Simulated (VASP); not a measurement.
Crystal: BaZrO3.

```
Ba Zr O
1.0
     4.21239    0.00000    0.00000
     0.00000    4.21239    0.00000
     0.00000    0.00000    4.21239
Ba Zr O
1 1 3
Direct
  0.00000 0.00000 0.00000
  0.50000 0.50000 0.50000
  0.50000 0.00000 0.50000
  0.50000 0.50000 0.00000
  0.00000 0.50000 0.50000
```

The cell is a database's computed one.

- Program: VASP 6.6.1
- Task: relaxation of cell and atoms
- Functional: PBEsol
- Potentials or basis: VASP PAW PBE potentials, release 64 (Ba_sv, Zr_sv, O)
- Cutoff: 600 eV
- k mesh: 6 × 6 × 6
- Occupations: gaussian, width 0.02 eV
- Spin: no spin polarisation

At the start: pressure -2.6 GPa; volume 14.95 Å³/atom.

Task: Where does the relaxation end?

Result: Over 3 steps the energy falls by 2.0 meV/atom and the volume is 14.71 Å³/atom (-1.6 %); space group Pm-3m (No. 221, to 0.05 Å).

Step by step:
```
step  energy change (eV)  largest force (eV/Å)  pressure (GPa)  volume (Å³)
   1              0.0000                0.0000           -2.58        74.75
   2              0.0031                0.0000            3.15        72.17
   3             -0.0100                0.0000           -0.01        73.53
```

Final structure:
```yaml
crystal:
  lattice:
    - [4.18936, 0.00000, 0.00000]
    - [0.00000, 4.18936, 0.00000]
    - [0.00000, 0.00000, 4.18936]
  atoms:
    - { symbol: Ba, position: [0.00000, 0.00000, 0.00000] }
    - { symbol: Zr, position: [0.50000, 0.50000, 0.50000] }
    - { symbol: O, position: [0.50000, 0.00000, 0.50000] }
    - { symbol: O, position: [0.50000, 0.50000, 0.00000] }
    - { symbol: O, position: [0.00000, 0.50000, 0.50000] }
```

Caveat: the PAW data sets were made with another functional, which shifts forces and pressure a little.
